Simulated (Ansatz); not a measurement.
SiC in the zincblende structure, relaxed with r2SCAN: space group F-43m (No. 216), cubic; conventional cell a = 4.356 Å, 10.33 Å³ an atom. Si is surrounded by 4 C at 1.89 Å; C is surrounded by 4 Si at 1.89 Å. One-shot G0W0@PBE in the PAW code Ansatz on a 6×6×6 mesh (contour deformation, no spin-orbit coupling), from a PBE gap of 1.352 eV over the mesh points (the G0W0 gap is indirect on the mesh); the number N of bands summed and the screening cutoff rise together. No spin polarisation and no zero-point or thermal motion.

```tsv
N	cutoff (eV)	1000/N	G0W0 gap (eV)
50	100	20.000	2.036
117	180	8.547	2.220
```

Q: Lay a straight line in 1000/N through these rows.

A: The slope is -0.0161 eV per unit of 1000/N and the intercept 2.357 eV.

Q: Predict the gap at N = 223 (260 eV).

A: 2.357 + (-0.0161) × 4.484 = 2.285 eV; the run gives 2.291 eV, +0.006 eV from the line.

Q: With that run's result added, what limit do the last two rows suggest?

A: Their slope is (2.291 − 2.220)/(4.484 − 8.547) = -0.0175, which meets 1/N = 0 at 2.37 eV, against 2.357 eV from the first line. The two lines nearly agree; the k mesh isn't extrapolated.
